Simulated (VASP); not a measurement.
The system is TaN.

```
Ta N
1.0
     2.93000    0.00000    0.00000
    -1.46500    2.53745    0.00000
     0.00000    0.00000    2.87000
Ta N
1 1
Direct
  0.00000 0.00000 0.00000
  0.33333 0.66667 0.50000
```

The cell was built by a generator and needn't be a form met in nature.

```yaml
Program: VASP 6.6.1
Task: relaxation of cell and atoms
Functional: PBEsol
Dispersion: D3(BJ)
Potentials_or_basis: VASP PAW PBE potentials, release 64 (Ta_pv, N)
Cutoff: 600 eV
k_mesh: 16 × 16 × 14
Occupations: methfessel-paxton, width 0.1 eV
Spin: no spin polarisation
```

At the start: pressure -7.7 GPa; volume 10.67 Å³/atom.

**Question.** Where does the relaxation end?

**Answer.** Over 6 steps the energy falls by 5.6 meV/atom and the volume is 10.44 Å³/atom (-2.1 %); space group P-6m2 (No. 187, to 0.05 Å).

Step by step:
```csv
step,energy change (eV),largest force (eV/Å),pressure (GPa),volume (Å³)
1,0.0000,0.0000,-7.68,21.34
2,0.0634,0.0000,23.01,19.80
3,-0.0110,0.0000,-0.11,20.90
4,-0.0111,0.0000,0.05,20.89
5,-0.0111,0.0000,-0.04,20.89
6,-0.0112,0.0000,0.00,20.89
```

Final structure:
```xyz
2
Lattice="2.9060 0.0000 0.0000 -1.4530 2.5167 0.0000 0.0000 0.0000 2.8561" Properties=species:S:1:pos:R:3 pbc="T T T"
Ta    0.0000    0.0000    0.0000
N     0.0000    1.6778    1.4281
```

Caveat: the PAW data sets were made with another functional, which shifts forces and pressure a little; pairwise dispersion overbinds metals, which lowers pressure and volume.
